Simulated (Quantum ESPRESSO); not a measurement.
TaN in Quantum ESPRESSO: the effect of Hubbard term

Crystal: TaN.

```
CELL_PARAMETERS angstrom
2.93800 0.00000 0.00000
-1.46900 2.54438 0.00000
0.00000 0.00000 2.88300
ATOMIC_POSITIONS crystal
Ta 0.00000 0.00000 0.50000
N 0.66667 0.33333 0.00000
```

Alike in all runs:

```yaml
Program: Quantum ESPRESSO 7.5
Task: single point
Functional: PBEsol
Potentials_or_basis: GBRV 1.5 PBEsol
Cutoff: 762 eV
Density_cutoff: 6095 eV
k_mesh: 10 × 10 × 9
Occupations: fermi-dirac, width 0.05 eV
Spin: no spin polarisation
Hubbard_projectors: ortho-atomic
Mixing_beta: 0.3
Most_SCF_iterations: 120
SCF_threshold: 4e-10 Ry
```

**Question.** One run gave: pressure -0.8 GPa. Which Hubbard term did it use?
A. Ta d U = 5 eV
B. none
C. Ta d U = 4 eV
D. Ta d U = 8 eV
E. Ta d U = 3 eV

**Answer.** C.

```csv
Hubbard term,pressure (GPa)
none,-4.7
Ta d U = 1 eV,-3.9
Ta d U = 2 eV,-2.9
Ta d U = 3 eV,-1.9
Ta d U = 4 eV,-0.8
Ta d U = 5 eV,0.3
Ta d U = 6 eV,1.6
Ta d U = 8 eV,4.5
```

Caveats: U without spin polarisation on a metal has little footing (some runs).

Not every run made on this cell is shown here.
